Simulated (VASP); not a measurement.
Write the native input for VASP 6.6.1 that does the following.

```
Task                   : relaxation of cell and atoms
Functional             : LDA
Potentials or basis    : VASP PAW LDA potentials, release 64 (Ag, Cl)
Cutoff                 : 600 eV
k mesh                 : 8 × 8 × 8
Occupations            : gaussian, width 0.03 eV
Spin                   : no spin polarisation
Further INCAR settings : ALGO = Normal; EDIFF = 1e-06; IBRION = 2; EDIFFG = -0.01; NSW = 90; ISIF = 3
```

The structure of AgCl (Chlorargyrite) lies in POSCAR:

```
AgCl
1.0
    0.0000000000      2.7350000000      2.7350000000
    2.7350000000      0.0000000000      2.7350000000
    2.7350000000      2.7350000000      0.0000000000
Ag Cl
1 1
Direct
    0.0000000000      0.0000000000      0.0000000000
    0.5000000000      0.5000000000      0.5000000000
```

One way to write it, as run:

INCAR

```
SYSTEM = AgCl
  PREC = Accurate
  ENCUT = 600
  EDIFF = 1E-6
  ISMEAR = 0
  SIGMA = 0.03
  LREAL = .False.
  LASPH = .True.
  NELM = 80
  ALGO = Normal
  ISIF = 3
  LWAVE = .False.
  LCHARG = .False.
  GGA = CA
  IBRION = 2
  NSW = 90
  EDIFFG = -0.01
```

KPOINTS

```
Automatic mesh
0
Gamma
  8 8 8
  0 0 0
```

Potentials or basis: VASP PAW LDA potentials, release 64 (Ag, Cl).

Run with:

```bash
$ cat potpaw_LDA.64/Ag/POTCAR potpaw_LDA.64/Cl/POTCAR > POTCAR
$ mpirun -np 1 vasp_std > vasp.out
```

It gave:

```json
{
  "Relaxed volume": "19.21 Å³/atom",
  "Relaxed cell": "a = 3.787 Å, b = 3.787 Å, c = 3.787 Å, α = 60.00°, β = 60.00°, γ = 60.00°",
  "Space group after relaxing (to 0.05 Å)": "Fm-3m (No. 225)",
  "Energy gained by relaxing": "15.6 meV/atom",
  "Ionic steps": "3",
  "Pressure after relaxing": "0.0 GPa",
  "Band gap on the k mesh": "0.66 eV, indirect (least direct gap 3.36 eV)"
}
```

Run time: 19 s on 1 thread of Intel(R) Xeon(R) Platinum 8559C (Emerald Rapids) (shared host), peak memory 0.16 GiB.
